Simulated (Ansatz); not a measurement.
**NiO: pressure against volume**

NiO, Fm-3m, a = 4.188 Å. Ansatz: r2SCAN, PAW, 500 eV, Γ-centred 12×12×12 mesh on 2 atoms, Gaussian smearing 0.02 eV; collinear spin, largest moment 1.7 μB. Symmetry fixes shape and atoms, so the cell is only scaled; pressure is positive in compression.

```tsv
V (Å³/atom)	P (GPa)
8.634	15.31
8.909	7.04
9.185	0.03
9.460	-5.92
9.736	?
```

Take V0 = 9.185 Å³/atom, count pressures from its P0 = 0.03 GPa, fit the third-order Birch–Murnaghan form to the other rows, and predict the missing pressure.

With the Eulerian strain f = ½[(V0/V)^(2/3) − 1] and y = (P − P0)/[3f(1 + 2f)^(5/2)], the form is the line y = B0 + 1.5 B0 (B0′ − 4) f. Rows (f, y): 0.02105, 218.3; 0.01027, 216.2; -0.00974, 213.9. Means f = 0.007193, y = 216.13; Σ(Δf)² = 0.0004882, ΣΔfΔy = 0.06805; the slope is their ratio. y = 215.1 + 139.4 f GPa, so B0 = 215.1 GPa and B0′ = 4 + 2 × (139.4)/(3 × 215.1) = 4.43. At V = 9.736, f = -0.01905, y = 212.44 and P = -10.99 GPa. The run gave -10.97 GPa, so the fit is 0.02 GPa too low, within twice the rms miss on the fitted rows (0.01 GPa). The form still works here, 33 % of the fitted range beyond its end.

The state reached may not be the lowest one. The cell holds one magnetic atom, so it can only be ferromagnetic; an antiferromagnetic order may lie lower.